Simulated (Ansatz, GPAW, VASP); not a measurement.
## W: programs and potentials compared

```
W
1.0
    -1.58234    1.58234    1.58234
     1.58234   -1.58234    1.58234
     1.58234    1.58234   -1.58234
W
1
Direct
  0.00000 0.00000 0.00000
```

Alike in all runs: task single point; functional LDA; k mesh 12 × 12 × 12; occupations fermi-dirac, width 0.05 eV; no spin polarisation; hubbard terms W d U = 8 eV; no spin-orbit coupling. LDA stands for any of its common fits. Pressure is positive in compression and, in plane waves, holds the error of the finite cutoff, which Ansatz's Pulay term estimates and takes out.

```tsv
program and potentials	plane-wave cutoff (eV)	notes	band gap (eV)	pressure (GPa)
Ansatz, Ansatz PAW	420	potentials made for PBE, which Ansatz adapts in part; Pulay term of +0.04 GPa included	no gap	3.74
VASP, LDA PAW files W_sv, 520 eV	520	-	no gap	18.25
GPAW, the program's PAW data sets (release 1.2.1) made for this functional	600	-	?	?
```

Estimate from the other rows what the run with GPAW, the program's PAW data sets (release 1.2.1) made for this functional gave.

No band gap; pressure 9.79 GPa. The other rows, which needn't bracket it: pressure 3.74 to 18.25.
